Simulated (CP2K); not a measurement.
TiO2 under changes of volume

One of the cells (10.435 Å³/atom); the others are scaled copies at fixed shape and fractional positions:

```
CELL_PARAMETERS angstrom
4.59984 0.00000 0.00000
0.00000 4.59984 0.00000
0.00000 0.00000 2.95921
ATOMIC_POSITIONS crystal
Ti 0.00000 0.00000 0.50000
Ti 0.50000 0.50000 0.00000
O 0.30432 0.30432 0.50000
O 0.19568 0.80432 0.00000
O 0.80432 0.19568 0.00000
O 0.69568 0.69568 0.50000
```

The cell is a database's computed one.

| Quantity | Value |
| --- | --- |
| Program | CP2K 2026.2 |
| Functional | PBEsol |
| Potentials or basis | POTENTIAL_UZH Ti GTH-PBE-q12, O GTH-PBE-q6; TZVP-MOLOPT-PBE-GTH basis |
| Density cutoff | 8163 eV |
| k mesh | 6 × 6 × 9 |
| Occupations | fermi-dirac, width 0.05 eV |
| Spin | no spin polarisation |

```csv
volume (Å³/atom),energy over the lowest point (meV/atom),pressure (GPa),gap on the mesh (eV),largest force (eV/Å)
9.809,?,?,?,?
10.018,10.52,9.6,2.12,0.103
10.227,1.78,3.9,2.07,0.015
10.435,0.00,-1.1,2.01,0.114
10.644,4.47,-5.7,1.96,0.207
10.853,14.56,-9.8,1.90,0.293
11.062,29.70,-13.4,1.85,0.374
```

Question: What does the run at 9.809 Å³/atom give?

Answer: Energy over the lowest point 26.98 meV/atom; pressure 15.8 GPa; gap on the mesh 2.18 eV; largest force 0.217 eV/Å.

Worked out: A Birch-Murnaghan fit of order 3 (a polynomial in V^(-2/3)) to the other rows has its minimum at 10.39 Å³/atom with B0 = V·E''(V) = 244 GPa and B' = 4.4 at fixed shape and positions, which overstates the stiffness. It gives 27.04 meV/atom at 9.809 Å³/atom, against the run's 26.98, and -dE/dV = 15.9 GPa, against 15.8. A straight line through the other rows of the gap, of slope -2.75 eV per unit of ln V, extrapolates to 2.18 eV, against the run's 2.18.

Energies are extrapolated to zero smearing.

Caveats: the potentials were made for another functional, which shifts forces and pressure; an odd mesh through Γ misses points on the zone boundary, where band edges often lie; the basis of atomic orbitals isn't converged, which shifts pressures, moduli and gaps.
